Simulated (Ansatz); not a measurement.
The system is CoO.

```
CELL_PARAMETERS angstrom
1.60222 0.92504 2.56647
-1.60222 0.92504 2.56647
0.00000 -1.85008 2.56647
ATOMIC_POSITIONS crystal
Co 0.99898 0.99898 0.99898
O 0.75102 0.75102 0.75102
```

Measurements of this composition are mostly on another form, of space group No. 225.

| Property | Result |
| --- | --- |
| Program | Ansatz 0.2.0 |
| Task | single point |
| Functional | PBE |
| Potentials or basis | all-electron LAPW, scalar-relativistic |
| Cutoff | 456 eV (chosen from the basis error) |
| Basis error allowed | 0.001 eV/atom |
| k mesh | 10 × 10 × 10 |
| Occupations | fermi-dirac, width 0.05 eV |
| Spin | collinear spin, ferromagnetic start |
| Starting moments | [2.0, 0.0] μB |

On this cell: pressure 0.1 GPa; largest force 0.261 eV/Å; net moment 2.75 μB per cell; site moments Co +2.34; O +0.30 μB; band gap on the k mesh none (metal or under the smearing width).

The same run follows on a disturbed copy (atoms moved at random, drawn with an rms of 0.05 Å):

```xyz
2
Lattice="1.6022 0.9250 2.5665 -1.6022 0.9250 2.5665 0.0000 -1.8501 2.5665" Properties=species:S:1:pos:R:3 pbc="T T T"
Co    0.0168    0.0467    7.6922
O    -0.0314    0.0301    5.7840
```

**Question.** What does the disturbed cell give?

**Answer.** The energy (extrapolated to zero smearing) moves by +3.1 meV/atom; pressure 0.2 GPa; largest force 0.339 eV/Å; net moment 2.75 μB per cell; site moments Co +2.34; O +0.30 μB; band gap on the k mesh none (metal or under the smearing width).

Forces in eV/Å, atoms in the order of the input:
```
Co  -0.220 -0.096  0.239
O    0.220  0.096 -0.239
```

Stress tensor (GPa, compression positive):
```
-0.79  1.75  1.42
 1.75 -2.21  0.59
 1.42  0.59  3.58
```

Caveats: a cell with one magnetic atom can't hold antiferromagnetic order, which such compounds often take; semilocal functionals often make such compounds metallic where correlation or magnetic order opens a gap, which also shifts bond lengths.
